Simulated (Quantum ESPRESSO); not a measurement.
# C (Fd-3m) in Quantum ESPRESSO: further runs

One crystal, C, is run at these levels: WC, AM05; tasks: phonons.

Program: Quantum ESPRESSO 7.5. These are calculated values, not measurements. Logs are shortened: lines on timing, memory, paths and dates and some standing lists are left out, and cuts for length are marked.

### 1 Starting point

Symmetry: Fd-3m, No. 227, cubic system. The conventional cell has a = 3.567 Å, b = 3.567 Å, c = 3.567 Å, α = 90.00°, β = 90.00°, γ = 90.00°. C (site symmetry -43m) has 4 C at 1.54 Å as nearest neighbours.

This isn't the form of C at room conditions, which is graphite.

### 2 Phonons, WC

Contents of pw.in:

```
&CONTROL
  calculation = 'scf'
  prefix = 'pwscf'
  outdir = './tmp'
  pseudo_dir = './pseudo'
  tprnfor = .true.
  tstress = .true.
  disk_io = 'low'
/
&SYSTEM
  ibrav = 0
  nat = 2
  ntyp = 1
  ecutwfc = 82
  nbnd = 9
  input_dft = 'wc'
  occupations = 'smearing'
  smearing = 'mp'
  degauss = 0.01999163
/
&ELECTRONS
  conv_thr = 4d-10
  electron_maxstep = 120
  mixing_beta = 0.5
/
ATOMIC_SPECIES
C     12.0110 C.upf
CELL_PARAMETERS angstrom
   0.0000000000    1.7833700000    1.7833700000
   1.7833700000    0.0000000000    1.7833700000
   1.7833700000    1.7833700000    0.0000000000
ATOMIC_POSITIONS crystal
C      0.7500000000    0.7500000000    0.7500000000
C      0.5000000000    0.5000000000    0.5000000000
K_POINTS automatic
13 13 13 0 0 0
```

Contents of scf2.in:

```
&CONTROL
  calculation = 'scf'
  prefix = 'pwscf'
  outdir = './tmp'
  pseudo_dir = './pseudo'
  tprnfor = .true.
  tstress = .true.
  disk_io = 'low'
/
&SYSTEM
  ibrav = 0
  nat = 2
  ntyp = 1
  ecutwfc = 82
  nbnd = 9
  input_dft = 'wc'
  occupations = 'fixed'
/
&ELECTRONS
  conv_thr = 1d-13
  electron_maxstep = 120
  mixing_beta = 0.5
  startingpot = 'file'
  startingwfc = 'file'
/
ATOMIC_SPECIES
C     12.0110 C.upf
CELL_PARAMETERS angstrom
   0.0000000000    1.7833700000    1.7833700000
   1.7833700000    0.0000000000    1.7833700000
   1.7833700000    1.7833700000    0.0000000000
ATOMIC_POSITIONS crystal
C      0.7500000000    0.7500000000    0.7500000000
C      0.5000000000    0.5000000000    0.5000000000
K_POINTS automatic
13 13 13 0 0 0
```

Contents of ph.in:

```
phonons of C
&INPUTPH
  prefix = 'pwscf'
  outdir = './tmp'
  tr2_ph = 1d-16
  fildyn = 'dyn'
  niter_ph = 60
  alpha_mix(1) = 0.7
  epsil = .true.
/
0.0000000000 0.0000000000 0.0000000000
```

Contents of dynmat.in:

```
&INPUT
  fildyn = 'dyn'
  asr = 'crystal'
  lperm = .true.
  filout = 'dynmat.eig'
/
```

Contents of dynmat_lo.in:

```
&INPUT
  fildyn = 'dyn'
  asr = 'crystal'
  filout = 'dynmat_lo.eig'
  q(1) = 0
  q(2) = 0
  q(3) = 1
/
```

Potentials or basis: PseudoDojo 0.4.1 SR PBE standard.

Run with:

```console
$ OMP_NUM_THREADS=1 pw.x -in pw.in > pw.out
$ OMP_NUM_THREADS=1 pw.x -in scf2.in > scf2.out
$ OMP_NUM_THREADS=1 ph.x -in ph.in > ph.out
$ OMP_NUM_THREADS=1 dynmat.x -in dynmat.in > dynmat.out
$ OMP_NUM_THREADS=1 dynmat.x -in dynmat_lo.in > dynmat_lo.out
```

pw.out:

```text
This program is part of the open-source Quantum ESPRESSO suite
     for quantum simulation of materials; please cite
         "P. Giannozzi et al., J. Phys.:Condens. Matter 21 395502 (2009);
         "P. Giannozzi et al., J. Phys.:Condens. Matter 29 465901 (2017);
         "P. Giannozzi et al., J. Chem. Phys. 152 154105 (2020);
     in publications or presentations arising from this work. More details at

     IMPORTANT: XC functional enforced from input :
     Exchange-correlation= WC
                           (   1   4  11   4   0   0   0)
     Any further DFT definition will be discarded
     Please, verify this is what you really want

     Message from routine setup:
     using ibrav=0 with symmetry is DISCOURAGED, use correct ibrav instead

     G-vector sticks info
     --------------------
     sticks:   dense  smooth     PW     G-vecs:    dense   smooth      PW
     Sum         511     511    163                 7727     7727    1411

     Using Slab Decomposition

     bravais-lattice index     =            0
     lattice parameter (alat)  =       4.7660  a.u.
     unit-cell volume          =      76.5510 (a.u.)^3
     number of atoms/cell      =            2
     number of atomic types    =            1
     number of electrons       =         8.00
     number of Kohn-Sham states=            9
     kinetic-energy cutoff     =      82.0000  Ry
     charge density cutoff     =     328.0000  Ry
     scf convergence threshold =      4.0E-10
     mixing beta               =       0.5000
     number of iterations used =            8  plain     mixing
     Exchange-correlation= WC
                           (   1   4  11   4   0   0   0)

     celldm(1)=   4.766014  celldm(2)=   0.000000  celldm(3)=   0.000000
     celldm(4)=   0.000000  celldm(5)=   0.000000  celldm(6)=   0.000000

     crystal axes: (cart. coord. in units of alat)
               a(1) = (   0.000000   0.707107   0.707107 )
               a(2) = (   0.707107   0.000000   0.707107 )
               a(3) = (   0.707107   0.707107   0.000000 )

     reciprocal axes: (cart. coord. in units 2 pi/alat)
               b(1) = ( -0.707107  0.707107  0.707107 )
               b(2) = (  0.707107 -0.707107  0.707107 )
               b(3) = (  0.707107  0.707107 -0.707107 )

     PseudoPot. # 1 for C  read from file:
     C.upf
     Pseudo is Norm-conserving + core correction, Zval =  4.0
     Generated using ONCVPSP code by D. R. Hamann
     Using radial grid of 1248 points,  4 beta functions with:
                l(1) =   0
                l(2) =   0
                l(3) =   1
                l(4) =   1

     atomic species   valence    mass     pseudopotential
     C                 4.00    12.01100     C ( 1.00)

     48 Sym. Ops., with inversion, found (24 have fractional translation)

   Cartesian axes

     site n.     atom                  positions (alat units)
         1        C      tau(   1) = (   1.0606602   1.0606602   1.0606602  )
         2        C      tau(   2) = (   0.7071068   0.7071068   0.7071068  )

     number of k points=    84  Methfessel-Paxton smearing, width (Ry)=  0.0200
                       cart. coord. in units 2pi/alat
        k(    1) = (   0.0000000   0.0000000   0.0000000), wk =   0.0009103
        k(    2) = (   0.0543928   0.0543928  -0.0543928), wk =   0.0072827
        k(    3) = (   0.1087857   0.1087857  -0.1087857), wk =   0.0072827
        k(    4) = (   0.1631785   0.1631785  -0.1631785), wk =   0.0072827
        k(    5) = (   0.2175713   0.2175713  -0.2175713), wk =   0.0072827
        k(    6) = (   0.2719641   0.2719641  -0.2719641), wk =   0.0072827
[... 76 lines left out ...]
        k(   83) = (   0.0000000  -0.4351426   0.6527140), wk =   0.0218480
        k(   84) = (  -0.0543928  -0.3807498   0.7071068), wk =   0.0218480

     Dense  grid:     7727 G-vectors     FFT dimensions: (  32,  32,  32)

     Initial potential from superposition of free atoms

     starting charge       7.9999, renormalised to       8.0000
     Starting wfcs are    8 randomized atomic wfcs +    1 random wfcs

     Self-consistent Calculation

     iteration #  1     ecut=    82.00 Ry     beta= 0.50
     Davidson diagonalization with overlap
     ethr =  1.00E-02,  avg # of iterations =  4.6

     total energy              =     -24.05293940 Ry
     estimated scf accuracy    <       0.11248247 Ry

     iteration #  2     ecut=    82.00 Ry     beta= 0.50
     Davidson diagonalization with overlap
     ethr =  1.41E-03,  avg # of iterations =  1.1

     total energy              =     -24.05070267 Ry
     estimated scf accuracy    <       0.01563264 Ry

     iteration #  3     ecut=    82.00 Ry     beta= 0.50
     Davidson diagonalization with overlap
     ethr =  1.95E-04,  avg # of iterations =  2.4

     total energy              =     -24.05229401 Ry
     estimated scf accuracy    <       0.00017790 Ry

     iteration #  4     ecut=    82.00 Ry     beta= 0.50
     Davidson diagonalization with overlap
     ethr =  2.22E-06,  avg # of iterations =  5.5

     total energy              =     -24.05231690 Ry
     estimated scf accuracy    <       0.00001347 Ry

     iteration #  5     ecut=    82.00 Ry     beta= 0.50
     Davidson diagonalization with overlap
     ethr =  1.68E-07,  avg # of iterations =  2.0

     total energy              =     -24.05231910 Ry
     estimated scf accuracy    <       0.00000028 Ry

     iteration #  6     ecut=    82.00 Ry     beta= 0.50
     Davidson diagonalization with overlap
     ethr =  3.45E-09,  avg # of iterations =  1.9

     total energy              =     -24.05231885 Ry
     estimated scf accuracy    <       0.00000058 Ry

     iteration #  7     ecut=    82.00 Ry     beta= 0.50
     Davidson diagonalization with overlap
     ethr =  3.45E-09,  avg # of iterations =  2.1

     total energy              =     -24.05231889 Ry
     estimated scf accuracy    <          9.4E-09 Ry

     iteration #  8     ecut=    82.00 Ry     beta= 0.50
     Davidson diagonalization with overlap
     ethr =  1.18E-10,  avg # of iterations =  1.9

     total energy              =     -24.05231889 Ry
     estimated scf accuracy    <          1.6E-09 Ry

     iteration #  9     ecut=    82.00 Ry     beta= 0.50
     Davidson diagonalization with overlap
     ethr =  2.02E-11,  avg # of iterations =  1.4

     End of self-consistent calculation

          k = 0.0000 0.0000 0.0000 (   941 PWs)   bands (ev):

    -8.2235  13.3408  13.3408  13.3408  18.9344  18.9344  18.9344  26.6158
    32.2893

          k = 0.0544 0.0544-0.0544 (   944 PWs)   bands (ev):

    -8.0592  12.2679  13.0599  13.0599  19.3013  19.3013  19.5617  26.7543
    32.5732

          k = 0.1088 0.1088-0.1088 (   941 PWs)   bands (ev):

    -7.5679   9.9844  12.4268  12.4268  20.1316  20.1316  20.5797  27.1555
    33.2075

          k = 0.1632 0.1632-0.1632 (   947 PWs)   bands (ev):

    -6.7553   7.3679  11.7413  11.7413  20.9688  20.9688  21.3323  27.7363
    33.6973

          k = 0.2176 0.2176-0.2176 (   956 PWs)   bands (ev):

    -5.6343   4.7517  11.1622  11.1622  21.5181  21.5181  21.7872  28.3165
    33.9366

          k = 0.2720 0.2720-0.2720 (   947 PWs)   bands (ev):

    -4.2413   2.3087  10.7559  10.7559  21.7474  21.7474  22.0387  28.7042
    34.3260

          k = 0.3264 0.3264-0.3264 (   969 PWs)   bands (ev):

    -2.7679   0.2964  10.5484  10.5484  21.8001  21.8001  22.1518  28.8575
    34.8899

          k = 0.1088-0.0000 0.0000 (   945 PWs)   bands (ev):

    -8.0044  12.5383  12.5383  12.8133  18.7577  19.9228  19.9228  26.7280
    32.6784

          k = 0.1632 0.0544-0.0544 (   943 PWs)   bands (ev):

    -7.6223  10.7573  11.8018  12.5275  19.0048  20.8942  20.9206  26.8224
    33.2330

          k = 0.2176 0.1088-0.1088 (   951 PWs)   bands (ev):

    -6.9168   8.2871  11.1056  11.9367  19.7733  21.7645  21.8127  27.0266
    33.7787

          k = 0.2720 0.1632-0.1632 (   955 PWs)   bands (ev):

    -5.8981   5.6947  10.5739  11.2415  20.5417  22.2932  22.3914  27.4219
    34.0724

          k = 0.3264 0.2176-0.2176 (   959 PWs)   bands (ev):

    -4.5912   3.2034  10.2583  10.6128  21.0393  22.5603  22.5813  28.0498
    34.1370

          k = 0.3807 0.2720-0.2720 (   956 PWs)   bands (ev):

    -3.0957   1.0057  10.1321  10.1749  21.3299  22.4533  22.7114  28.6484
    34.2938

          k =-0.2720-0.3807 0.3807 (   969 PWs)   bands (ev):

    -2.3227   0.0550   9.8424  10.3204  21.5727  22.2307  22.7270  28.8942
    34.4018

          k =-0.2176-0.3264 0.3264 (   957 PWs)   bands (ev):

    -3.5993   1.6885   9.7692  10.6781  21.8174  21.9483  22.6359  28.6855
    34.2191

          k =-0.1632-0.2720 0.2720 (   955 PWs)   bands (ev):

    -5.0563   4.0173   9.9262  11.2177  21.5366  21.9635  22.4041  28.1394
    34.0661

          k =-0.1088-0.2176 0.2176 (   951 PWs)   bands (ev):

    -6.2716   6.5627  10.3142  11.8853  20.8886  21.8323  21.9216  27.5656
    33.9634

          k =-0.0544-0.1632 0.1632 (   954 PWs)   bands (ev):

    -7.1875   9.1415  10.9179  12.5733  20.0574  21.0883  21.3228  27.1683
    33.6091

          k = 0.0000-0.1088 0.1088 (   943 PWs)   bands (ev):

    -7.7859  11.3462  11.7992  13.0635  19.3781  20.0874  20.4381  26.9076
    32.9898

          k = 0.2176-0.0000 0.0000 (   950 PWs)   bands (ev):

    -7.3499  11.0093  11.0093  11.3976  18.3258  21.9963  21.9963  26.2169
    33.3450

          k = 0.2720 0.0544-0.0544 (   957 PWs)   bands (ev):

    -6.7538   9.1121  10.2845  11.0116  18.5281  23.0205  23.0657  25.5762
    33.2053

          k = 0.3264 0.1088-0.1088 (   955 PWs)   bands (ev):

    -5.8420   6.7199   9.7469  10.3549  19.2748  23.6973  23.8018  25.3440
    33.9097
[... 238 lines left out ...]
    -1.3847   3.0225   5.7199   7.0857  19.1337  21.2989  27.7091  29.0766
    34.6036

          k =-0.0544-0.4895 0.5983 (   958 PWs)   bands (ev):

    -0.0509   1.8817   4.4589   7.3303  19.5776  23.4606  27.2773  28.6589
    32.8404

          k = 0.0000-0.4351 0.5439 (   964 PWs)   bands (ev):

    -0.2548   2.1194   3.8799   7.8752  20.1026  25.8772  26.4045  27.8957
    31.2000

          k =-0.0544-0.5983 0.7071 (   962 PWs)   bands (ev):

    -0.5205   1.8812   6.5544   6.6489  18.5838  19.2940  29.3164  29.7357
    35.8849

          k = 0.0000-0.5439 0.6527 (   968 PWs)   bands (ev):

     0.7259   0.9553   5.3159   6.8180  19.1309  20.8430  28.8661  29.2396
    34.4867

          k = 0.4351 0.2176 0.0000 (   962 PWs)   bands (ev):

    -3.9547   5.2478   6.4735   9.1140  20.6101  23.3983  24.6729  26.7615
    34.3049

          k =-0.2176-0.4351 0.6527 (   960 PWs)   bands (ev):

    -2.6098   3.4951   5.9492   8.3384  21.5861  23.1357  25.3051  27.6748
    32.9173

          k =-0.1632-0.3807 0.5983 (   958 PWs)   bands (ev):

    -1.2142   1.7312   5.8981   7.8307  21.8559  23.1596  26.6403  27.8047
    31.4456

          k =-0.1632-0.4895 0.7071 (   958 PWs)   bands (ev):

    -2.1383   3.8493   5.7491   7.1561  20.5626  22.4377  25.7294  28.6136
    34.0433

          k =-0.1088-0.4351 0.6527 (   962 PWs)   bands (ev):

    -0.7443   2.5529   5.0438   6.6433  21.4465  23.6325  25.5064  28.3612
    32.9015

          k =-0.0544-0.3807 0.5983 (   960 PWs)   bands (ev):

    -0.0877   1.9300   4.5405   6.8131  21.8617  24.4344  26.4447  26.9282
    32.1328

          k = 0.0000-0.3264 0.5439 (   966 PWs)   bands (ev):

    -1.2613   3.0130   4.5867   7.4535  22.3702  23.3903  25.7043  28.0892
    31.8503

          k =-0.0544-0.4895 0.7071 (   964 PWs)   bands (ev):

    -0.0626   2.0600   5.5050   5.8922  20.8029  21.4138  27.4300  28.7652
    34.5367

          k = 0.0000-0.4351 0.6527 (   964 PWs)   bands (ev):

     0.8431   1.4929   4.4905   6.0737  21.4023  23.5141  26.7958  27.3555
    33.6556

          k =-0.0544-0.3807 0.7071 (   961 PWs)   bands (ev):

     0.5230   1.9785   4.6083   5.5961  23.4496  23.5662  25.4335  26.7192
    33.6450

     the Fermi energy is    15.5059 ev

!    total energy              =     -24.05231889 Ry
     estimated scf accuracy    <          3.1E-10 Ry
     smearing contrib. (-TS)   =       0.00000000 Ry
     internal energy E=F+TS    =     -24.05231889 Ry

     The total energy is F=E-TS. E is the sum of the following terms:
     one-electron contribution =       8.26231731 Ry
     hartree contribution      =       1.90591738 Ry
     xc contribution           =      -8.64586507 Ry
     ewald contribution        =     -25.57468850 Ry

     convergence has been achieved in   9 iterations

     Forces acting on atoms (cartesian axes, Ry/au):

     atom    1 type  1   force =     0.00000000    0.00000000    0.00000000
     atom    2 type  1   force =     0.00000000    0.00000000    0.00000000

     Total force =     0.000000     Total SCF correction =     0.000000

     Computing stress (Cartesian axis) and pressure

          total   stress  (Ry/bohr**3)                   (kbar)     P=      -23.70
  -0.00016114   0.00000000   0.00000000          -23.70        0.00        0.00
   0.00000000  -0.00016114   0.00000000            0.00      -23.70        0.00
   0.00000000   0.00000000  -0.00016114            0.00        0.00      -23.70

=------------------------------------------------------------------------------=
   JOB DONE.
=------------------------------------------------------------------------------=
```

Wall time 94 s (1 thread of Arm Neoverse V1, shared host); peak memory 0.05 GiB.

Results:

| Item | Value |
| --- | --- |
| Free energy | -327.2485 eV |
| Pressure after relaxing | -2.4 GPa |
| Band gap on the k mesh | 4.07 eV, indirect (least direct gap 5.59 eV) |
| Electronic dielectric tensor (diagonal) | 5.81 |
| Born charges (mean of the diagonal) | C -0.00 e |
| Highest phonon frequency at Γ | 1294 cm⁻¹ |
| Static dielectric tensor (diagonal) | 5.81 |

Levels at points of the mesh, in eV from the valence-band top:
```csv
k point,band 1,band 2,band 3,band 4,band 5,band 6,band 7,band 8
"(0.00, 0.00, 0.00)",-21.56,0.00,0.00,0.00,5.59,5.59,5.59,13.27
```

Phonon frequencies in cm⁻¹ (negative: imaginary):
```csv
q point,frequencies
"(0.000, 0.000, 0.000)",3 3 3 1294 1294 1294
```

Electronic dielectric tensor:
```
5.81 0.00 0.00
0.00 5.81 0.00
0.00 0.00 5.81
```

Born effective charge tensors (e):
atom 1, C
```
0.00 0.00 0.00
0.00 0.00 0.00
0.00 0.00 0.00
```
atom 2, C
```
0.00 0.00 0.00
0.00 0.00 0.00
0.00 0.00 0.00
```

Optical modes at Γ, degenerate ones joined, polar ones without the macroscopic field:
| cm⁻¹ | components | symmetry | active in | IR intensity, summed ((D/Å)²/amu) |
| --- | --- | --- | --- | --- |
| 1294 | 3 | T2g | Raman | 0.00 |

Static dielectric tensor, electrons and zone-centre modes:
```
5.81 0.00 0.00
0.00 5.81 0.00
0.00 0.00 5.81
```

Caveat: the potentials were made for another functional, which shifts forces and pressure; this smearing can shift energies of a crystal with a gap; on a mesh that holds Γ this program's dielectric tensor can be off by some percent beyond the error of the mesh; an odd mesh through Γ misses points on the zone boundary, where band edges often lie.

[end of part 1 of 2]
